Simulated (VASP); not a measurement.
A run of VASP 6.6.1:

INCAR

```
SYSTEM = MoS2
  ALGO = Normal
  DIPOL = 0.5 0.5 0.500
  EDIFF = 1E-6
  ENCUT = 520
  GGA = PE
  IDIPOL = 3
  ISIF = 2
  ISMEAR = 0
  IVDW = 12
  LASPH = .TRUE.
  LCHARG = .TRUE.
  LDIPOL = .TRUE.
  LELF = .TRUE.
  LREAL = .FALSE.
  LVACPOTAV = .TRUE.
  LVHAR = .TRUE.
  LWAVE = .FALSE.
  NBANDS = 49
  NELM = 80
  PREC = Accurate
  SIGMA = 0.05
```

Contents of KPOINTS:

```
k-points
0
G
  9 9 1
  0 0 0
```

Contents of POSCAR:

```
MoS2
1.0
    3.1491697132      0.0000000000      0.0000000000
   -1.5745848566      2.7272609724      0.0000000000
    0.0000000000      0.0000000000     30.2213609907
S Mo
6 3
Direct
    0.6666666667      0.3333333333      0.2481688367
    0.6666666667      0.3333333333      0.3517879060
    0.3333333333      0.6666666667      0.4481904654
    0.3333333333      0.6666666667      0.5518095346
    0.6666666667      0.3333333333      0.6482120940
    0.6666666667      0.3333333333      0.7518311633
    0.3333333333      0.6666666667      0.2999783713
    0.6666666667      0.3333333333      0.5000000000
    0.3333333333      0.6666666667      0.7000216287
```

Potentials or basis: VASP PAW PBE potentials, release 64 (S, Mo_sv).

Run with:

```console
$ cat potpaw_PBE.64/S/POTCAR potpaw_PBE.64/Mo_sv/POTCAR > POTCAR
$ mpirun -np 1 vasp_std > vasp.out
```

Hardware: 1 thread of AMD EPYC 9R45 96-Core Processor (Zen 5), with other jobs on the host.

Estimate the wall time of this run.

Run time: 3 min on 1 thread of AMD EPYC 9R45 96-Core Processor (Zen 5), on a shared host, peak memory 0.37 GiB. Counts: scf iterations 25, k points 12.
